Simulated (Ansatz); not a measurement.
## 1T-MnO2 bilayer (AA) in a perpendicular field

Wanted: the out-of-plane response of the 1T-MnO2 bilayer (AA). A positive field points along +c.

Method: plane-wave DFT, PBE-D4, Ansatz PAW, in the first sound run; inputs show where later runs differ, in Ansatz 0.2.0.

This is a report of a sequence of runs, with most program output left out.

**1. Starting point**

The cell holds 6 atoms: 4 O and 2 Mn. Its edges and angles: a = 2.784 Å, b = 2.784 Å, c = 25.181 Å, α = 90.0°, β = 90.0°, γ = 120.0°. Regions: layer 1: 1T-MnO2, 3 atoms (2 O and 1 Mn); layer 2: 1T-MnO2, 3 atoms (2 O and 1 Mn). Vacuum lies along c.

**2. Relaxation**

The starting cell is a guess, so the in-plane lattice and the atoms are relaxed first, with the slab cut off from its images along the normal. The program lengthens the vector along the normal by itself, so c and the volume that it reports differ from the typed ones.

Input file input.yaml:

```yaml
crystal:
  lattice:
    - [2.783753, 0.0, 0.0]
    - [-1.3918765, 2.4108008159, 0.0]
    - [0.0, 0.0, 25.181434174]
  atoms:
    - { symbol: O, position: [0.6666666667, 0.3333333333, 0.3574061723] }
    - { symbol: Mn, position: [0.0, 0.0, 0.3999120334], spin: 4.0 }
    - { symbol: O, position: [0.3333333333, 0.6666666667, 0.4424178945] }
    - { symbol: O, position: [0.6666666667, 0.3333333333, 0.5575821055] }
    - { symbol: Mn, position: [0.0, 0.0, 0.6000879666], spin: 4.0 }
    - { symbol: O, position: [0.3333333333, 0.6666666667, 0.6425938277] }
  periodic: [true, true, false]
magnetization:
  spin_polarized: true
kpoints:
  mp_grid: { grid: [12, 12, 1] }
hamiltonian:
  xc: pbe
  dispersion: d4
scf:
  occupations: { method: fermi_dirac, width: 0.05 }
  convergence: { dr2_threshold: 1.0e-09 }
relax:
  f_tol: 0.004
  max_steps: 90
  cell: {}
output:
  write_potential: true
  write_density: true
  volumetric_format: npy
```

The run is started by

```
ansatz run input.yaml --threads 4 --pin off --max-ram 6144MiB --backend cpu --events-out ev --progress --plain --runs-dir out
```

The job ended after 82 s (4 threads of Arm Neoverse V2, shared host; peak memory 0.84 GiB; 5.2 min of CPU time).

Step by step:

| step | energy less that of the first step (eV) | largest force component (eV/Å) | volume (Å³) |
| --- | --- | --- | --- |
| 1 | 0.0000 | 1.4827 | 256.11 |
| 2 | -0.3327 | 0.4566 | 270.02 |
| 3 | -0.3593 | 0.1131 | 271.11 |
| 4 | -0.3619 | 0.0287 | 270.41 |
| 5 | -0.3624 | 0.0030 | 270.36 |
| 6 | -0.3624 | 0.0001 | 270.35 |
| 7* | -0.3864 | 0.0015 | 270.35 |
| 8 | -0.3859 | 0.0030 | 271.20 |
| 9 | -0.3858 | 0.0002 | 271.31 |
| 10* | -0.3869 | 0.0002 | 271.31 |

Relaxation steps marked * repeat the geometry before them on a plane-wave basis chosen anew for their cell, so energy and pressure can jump there.

Forces are held to the 12 operations that the run works with; a distortion that breaks them can't arise in this run.

| cell as run | before | after | change |
| --- | --- | --- | --- |
| a (Å) | 2.784 | 2.865 | +2.9 % |
| b (Å) | 2.784 | 2.865 | +2.9 % |

The atoms that moved most (Å, along periodic axes as changes of fractional coordinates times the final cell, across vacuum about the mean position):

| atom | dx | dy | dz | length |
| --- | --- | --- | --- | --- |
| O1 | 0.000 | 0.000 | 0.357 | 0.357 |
| O6 | 0.000 | 0.000 | -0.357 | 0.357 |
| Mn5 | 0.000 | 0.000 | -0.244 | 0.244 |
| Mn2 | 0.000 | 0.000 | 0.244 | 0.244 |
| O4 | 0.000 | 0.000 | -0.129 | 0.129 |
| O3 | 0.000 | 0.000 | 0.129 | 0.129 |

The relaxed structure:

```xyz
6
Lattice="2.8652 0.0000 0.0000 -1.4326 2.4813 0.0000 0.0000 0.0000 38.1629" Properties=species:S:1:pos:R:3
O     1.4326    0.8271    9.3569
Mn    0.0000    0.0000   10.3145
O     0.0000    1.6542   11.2693
O     1.4326    0.8271   13.9122
Mn    0.0000    0.0000   14.8669
O     0.0000    1.6542   15.8245
```

This step gave:

| Property | Result |
| --- | --- |
| total moment | 6.000 μB |
| site moments | 0.04756, 2.503, 0.04770, 0.04770, 2.503, 0.04756 μB |

Site moment by atom:

| atom | site moment (μB) |
| --- | --- |
| O1 | 0.05 |
| Mn2 | 2.50 |
| O3 | 0.05 |
| O4 | 0.05 |
| Mn5 | 2.50 |
| O6 | 0.05 |

The lattice constant a goes from 2.784 to 2.865 Å.

**3. Atoms held, field 0**

A sawtooth potential applies the field, turning back in the middle of the vacuum. With the dipole correction the typed value is the field outside the slab. The induced dipole is small, so the SCF threshold is tight.

The cell differs from the one that the last finished run ended in (c 38.163 → 24.468 Å).

Input file input.yaml:

```yaml
crystal:
  lattice:
    - [2.8651523331, 0.0, 0.0]
    - [-1.4325761666, 2.4812947062, 0.0]
    - [0.0, 0.0, 24.4676166951]
  atoms:
    - { symbol: O, position: [0.6666666667, 0.3333333333, 0.3678331287], spin: 0.05 }
    - { symbol: Mn, position: [0.0, 0.0, 0.4069708768], spin: 2.5 }
    - { symbol: O, position: [0.3333333333, 0.6666666667, 0.4459919172], spin: 0.05 }
    - { symbol: O, position: [0.6666666667, 0.3333333333, 0.5540080828], spin: 0.05 }
    - { symbol: Mn, position: [0.0, 0.0, 0.5930291232], spin: 2.5 }
    - { symbol: O, position: [0.3333333333, 0.6666666667, 0.6321668713], spin: 0.05 }
magnetization:
  spin_polarized: true
kpoints:
  mp_grid: { grid: [18, 18, 1] }
  band_path:
    path: [[0, 0, 0], [0.5, 0, 0], [0.33333333, 0.33333333, 0], [0, 0, 0]]
    npoints: 16
hamiltonian:
  xc: pbe
  dispersion: d4
scf:
  occupations: { method: fermi_dirac, width: 0.05 }
  convergence: { dr2_threshold: 1.0e-10 }
efield:
  axis: 3
  dipole_correction: true
  ramp_position: 0.97
  ramp_width: 0.06
  amplitude: 0
output:
  dos: { projected: true, e_range: [-6, 5] }
  bader: true
  write_potential: true
  write_density: true
  volumetric_format: npy
  elf: true
```

Wall time 48 s (4 threads); peak memory 0.77 GiB; 3.1 min of CPU time.

This step gave:

```
site moments                      : 0.04756, 2.503, 0.04771, 0.04771, 2.503, 0.04756 μB
dipole along the normal           : -9.60e-8 e·Å
gap along the path                : 0.942 eV
ionisation energy, upper face     : 7.574 eV
electron affinity, upper face     : 6.632 eV
gap, the smaller of path and mesh : 0.942 eV
```

Running mean over a fixed 2.6 Å (it still follows the layers) of the planar mean; the ramp of the sawtooth is left out. Electron's electrostatic potential energy less the Fermi level against z:

| z (Å) | electron's electrostatic potential energy less the Fermi level (eV) |
| --- | --- |
| 3.0 | 7.07 |
| 3.5 | 7.07 |
| 4.0 | 7.07 |
| 4.5 | 7.07 |
| 5.0 | 7.07 |
| 5.5 | 7.07 |
| 6.0 | 7.07 |
| 6.5 | 7.04 |
| 7.0 | 6.85 |
| 7.5 | 5.57 |
| 8.0 | 2.65 |
| 8.5 | -1.29 |
| 9.0 | -5.55 |
| 9.5 | -9.09 |
| 10.0 | -10.5 |
| 10.5 | -8.58 |
| 11.0 | -4.91 |
| 11.5 | -0.782 |
| 12.0 | 1.93 |
| 12.5 | 1.86 |
| 13.0 | -1.03 |
| 13.5 | -5.17 |
| 14.0 | -8.79 |
| 14.5 | -10.6 |
| 15.0 | -8.89 |
| 15.5 | -5.29 |
| 16.0 | -1.01 |
| 16.5 | 2.87 |
| 17.0 | 5.72 |
| 17.5 | 6.88 |
| 18.0 | 7.04 |
| 18.5 | 7.07 |
| 19.0 | 7.07 |
| 19.5 | 7.07 |
| 20.0 | 7.07 |
| 20.5 | 7.07 |
| 21.0 | 7.07 |

The density of states has structure finer than the step of the table below, so its rows give means over 0.25 eV, whole bins alone (the curve runs from -6 to 2.44 eV). Peaks (eV: height): total -5.810: 9.39, -5.610: 8.52, -4.510: 9.06, -2.000: 12.2, 0.860: 9.49, 1.330: 14.7, 1.580: 15.7; up -4.370: 5.13, -2.000: 10.3, -1.700: 5.16, -0.710: 5.41, 1.580: 7.86, 1.690: 6.67, 2.190: 5.71; down -5.610: 5.78, -5.120: 5.37, -3.790: 5.21, -3.710: 5.77, 0.860: 9.49, 1.330: 13.4, 1.610: 9.06.

Table of density of states by energy, zero at the Fermi level of the run, which the smearing sets inside the gap; means over each step; values in states/eV a cell:

| energy (eV) | total | up | down |
| --- | --- | --- | --- |
| -5.75 | 7.11 | 3.70 | 3.41 |
| -5.50 | 5.65 | 2.26 | 3.40 |
| -5.25 | 5.66 | 1.83 | 3.83 |
| -5.00 | 5.65 | 2.45 | 3.20 |
| -4.75 | 5.09 | 2.16 | 2.93 |
| -4.50 | 6.31 | 3.28 | 3.03 |
| -4.25 | 4.44 | 3.63 | 0.803 |
| -4.00 | 4.04 | 2.93 | 1.11 |
| -3.75 | 6.06 | 2.30 | 3.76 |
| -3.50 | 4.99 | 1.27 | 3.72 |
| -3.25 | 4.81 | 0.905 | 3.90 |
| -3.00 | 2.60 | 1.25 | 1.35 |
| -2.75 | 2.69 | 1.42 | 1.26 |
| -2.50 | 4.00 | 2.13 | 1.87 |
| -2.25 | 5.27 | 3.36 | 1.91 |
| -2.00 | 8.00 | 6.23 | 1.78 |
| -1.75 | 6.42 | 4.49 | 1.93 |
| -1.50 | 4.90 | 3.48 | 1.43 |
| -1.25 | 4.04 | 4.02 | 0.0257 |
| -1.00 | 3.57 | 3.57 | 0 |
| -0.75 | 1.96 | 1.96 | 0 |
| -0.50 | 0.773 | 0.773 | 0 |
| -0.25 | 0 | 0 | 0 |
| 0.00 | 0 | 0 | 0 |
| 0.25 | 0 | 0 | 0 |
| 0.50 | 0.469 | 0 | 0.469 |
| 0.75 | 3.72 | 0 | 3.72 |
| 1.00 | 4.93 | 0 | 4.93 |
| 1.25 | 6.42 | 0.646 | 5.78 |
| 1.50 | 8.36 | 3.67 | 4.69 |
| 1.75 | 7.51 | 4.71 | 2.80 |
| 2.00 | 4.39 | 2.88 | 1.50 |
| 2.25 | 3.49 | 3.49 | 7.0e-4 |

Projected DOS per atom over height of the atomic layer and energy from the Fermi level. Layers: O Mn O O Mn O from below.

Ten even steps from '0' (0.00 states/eV) to '9' (3.32 states/eV), each cell a mean:
```
121121
141141
191191
050050
040040
000000
000000
000000
010010
121121
222222
242242
222222
101101
212212
222222
222222
222222
322223
323323
222222
233332
```
Columns: height of the atomic layer (Å) from 9 to 15.5 (not evenly spaced); rows upwards: energy from the Fermi level (eV) from -5.96 to 2.41.

Projected DOS per atom, spin up over height of the atomic layer and energy from the Fermi level. Layers: O Mn O O Mn O from below.

Ten even steps from '_' (0.00 states/eV) to '@' (1.58 states/eV), each cell a mean:
```
::==::::==::
::++----++::
::++::::++::
____________
____________
____________
____________
____________
..--....--..
--**----**--
--++----++--
--@@----@@--
::==::::==::
............
............
............
::--::::--::
--==----==--
::--::::--::
::..::::..::
..::::::::..
--==----==--
```
Columns: height of the atomic layer (Å) from 9 to 15.5 (not evenly spaced); rows upwards: energy from the Fermi level (eV) from -5.96 to 2.41.

Projected DOS per atom, spin down over height of the atomic layer and energy from the Fermi level. Layers: O Mn O O Mn O from below.

Ten even steps from '_' (0.00 states/eV) to '@' (2.41 states/eV), each cell a mean:
```
____________
__--____--__
__@@____@@__
__##____##__
__**____**__
____________
____________
____________
____________
____________
..__....__..
..__....__..
..__....__..
..__....__..
::__::::__::
--..----..--
..__....__..
____________
::..::::..::
::..::::..::
::::::::::::
....::::....
```
Columns: height of the atomic layer (Å) from 9 to 15.5 (not evenly spaced); rows upwards: energy from the Fermi level (eV) from -5.96 to 2.41.

Deep bands are left out, so band numbers here count from the lowest band kept and differ from the log's. The electronic bands at the labelled points (eV, zero at the Fermi level of the run, which the smearing sets inside the gap; # counts the bands kept):

| point | up #15 | up #16 | up #17 | up #18 | down #13 | down #14 | down #15 | down #16 |
| --- | --- | --- | --- | --- | --- | --- | --- | --- |
| Γ | -1.83 | -1.83 | -0.74 | -0.56 | 0.44 | 0.44 | 0.45 | 0.45 |
| halfway | -1.38 | -1.35 | -0.93 | -0.75 | 0.84 | 0.87 | 1.27 | 1.27 |
| M | -2.22 | -2.19 | -1.50 | -1.44 | 0.71 | 0.72 | 1.20 | 1.21 |
| halfway | -1.76 | -1.72 | -1.20 | -1.10 | 0.85 | 0.85 | 1.32 | 1.34 |
| K | -1.26 | -1.26 | -1.20 | -1.20 | 0.79 | 0.82 | 1.60 | 1.60 |
| halfway | -1.16 | -1.03 | -1.01 | -0.85 | 1.10 | 1.11 | 1.32 | 1.38 |
| Γ | -1.83 | -1.83 | -0.74 | -0.56 | 0.44 | 0.44 | 0.45 | 0.45 |

Spin density in the ca plane at fractional y = 0.000, with atoms of Mn within 0.2 Å of it.

Ten even steps from '0' (0.0 e/Å³) to '9' (5.1 e/Å³), each cell a mean:
```
00000000000000000000002551000000000363000000
00000000000000000000000110000000000010000000
00000000000000000000000000000000000000000000
00000000000000000000000000000000000000000000
00000000000000000000000000000000000000000000
00000000000000000000000000000000000000000000
00000000000000000000001320000000000132000000
00000000000000000000003982000000001596100000
```
Columns run along c (16.0 Å, from fractional 0.06 to 0.71 of the cell), rows up along a (2.9 Å). Atoms in or near the plane, at fractional coordinates: Mn at (0.41, 0.00), Mn at (0.59, 0.00).

ELF in the ca plane at fractional y = 0.000, with atoms of Mn within 0.2 Å of it. It is the smooth field of the valence electrons, not physical close to the nuclei.

Ten even steps from '0' (0.00) to '9' (0.88), each cell a mean:
```
00000000000000000000015885100000013797310000
00000000000000000001222442221000121343122100
00000000000000000024552113553001464212465310
00000000000000000136775125775102676313676420
00000000000000000135664114664002575212576410
00000000000000000012432222332001342222243200
00000000000000000000114773110000012576211000
00000000000000000000027996200000014898410000
```
Columns run along c (16.0 Å, from fractional 0.06 to 0.71 of the cell), rows up along a (2.9 Å). Atoms in or near the plane, at fractional coordinates: Mn at (0.41, 0.00), Mn at (0.59, 0.00).

ELF of down spins in the ca plane at fractional y = 0.000, with atoms of Mn within 0.2 Å of it. It is the smooth field of the valence electrons, not physical close to the nuclei.

Ten even steps from '0' (0.00) to '9' (0.90), each cell a mean:
```
00000000000000000000006995000000002898200000
00000000000000000001322442221000221343122100
00000000000000000024663113663002565212565310
00000000000000000136775225775102677413777420
00000000000000000135774115774002676312676410
00000000000000000013442222442001343121244200
00000000000000000000104773110000111686111000
00000000000000000000007996000000003899300000
```
Columns run along c (16.0 Å, from fractional 0.06 to 0.71 of the cell), rows up along a (2.9 Å). Atoms in or near the plane, at fractional coordinates: Mn at (0.41, 0.00), Mn at (0.59, 0.00).

The gap is 0.94 eV, with the valence edge 7.57 eV and the conduction edge 6.63 eV under the upper vacuum level.

**4. Atoms held, field 0.03 V/Å**

input.yaml, as its differences from that of step 3:

```diff
@@ -30,6 +30,4 @@
   ramp_width: 0.06
-  amplitude: 0
+  amplitude: 0.03
 output:
-  dos: { projected: true, e_range: [-6, 5] }
-  bader: true
   write_potential: true
@@ -37,2 +35 @@
   volumetric_format: npy
-  elf: true
```

It took 38 s on 4 threads; peak memory 0.77 GiB; 2.5 min of CPU time.

The dipole is 0.00728 e·Å, and the gap 0.921 eV.

**5. Single point, field -0.03 V/Å**

input.yaml, as its differences from that of step 4:

```diff
@@ -30,3 +30,3 @@
   ramp_width: 0.06
-  amplitude: 0.03
+  amplitude: -0.03
 output:
```

The job ended after 39 s (4 threads; peak memory 0.77 GiB; 2.5 min of CPU time).

The dipole is -0.00728 e·Å, and the gap 0.921 eV.

**6. Atoms held, field 0.15 V/Å**

input.yaml, as its differences from that of step 5:

```diff
@@ -30,3 +30,3 @@
   ramp_width: 0.06
-  amplitude: -0.03
+  amplitude: 0.15
 output:
```

The job ended after 39 s (4 threads; peak memory 0.77 GiB).

The dipole is 0.0364 e·Å, and the gap 0.796 eV.

**7. Atoms held, field 0.25 V/Å**

input.yaml, as its differences from that of step 6:

```diff
@@ -30,3 +30,3 @@
   ramp_width: 0.06
-  amplitude: 0.15
+  amplitude: 0.25
 output:
```

The job ended after 40 s (4 threads; peak memory 0.77 GiB).

The dipole is 0.0608 e·Å, and the gap 0.672 eV.

**8. Single point, field -0.25 V/Å**

input.yaml, as its differences from that of step 7:

```diff
@@ -30,4 +30,6 @@
   ramp_width: 0.06
-  amplitude: 0.25
+  amplitude: -0.25
 output:
+  dos: { projected: true, e_range: [-6, 5] }
+  bader: true
   write_potential: true
@@ -35 +37,2 @@
   volumetric_format: npy
+  elf: true
```

It took 51 s on 4 threads; peak memory 0.77 GiB.

The dipole is -0.0608 e·Å, and the gap 0.672 eV.

**9. Response, atoms held**

This step: plane-wave DFT, PBE-D4, Ansatz PAW; response to a field along the normal, atoms held (Ansatz 0.2.0).

The dipoles give the slope, and the difference of two potentials shows where the field is screened.

This step gave:

- equivalent conductor thickness p/(ε₀AE): 6.176 Å
- distance between the outer atoms: 6.468 Å

Dipole of the cell against applied field:

| applied field (V/Å) | dipole of the cell (e·Å) |
| --- | --- |
| -0.250 | -0.0608 |
| -0.030 | -0.00728 |
| 0.000 | -9.6e-8 |
| 0.030 | 0.00728 |
| 0.150 | 0.0364 |
| 0.250 | 0.0608 |

The total moment stays at 6.00 μB for applied field from -0.25 to 0.25 V/Å.

[end of part 1 of 2]

[Logs are printed without paths, hosts, clocks, repeated set-up lines and the standing remarks that a program may print on its own settings, such as how far it seeks lower states.]

[Hosts, paths, dates, database ids (printed as entryN), source tags and the programs' standing remarks are cut or masked in the printed files.]

[Maps of the electrostatic potential energy from Ansatz leave out the sawtooth potential of an applied field or a dipole correction, so their vacuum need not be flat; planar profiles and work functions include it.]
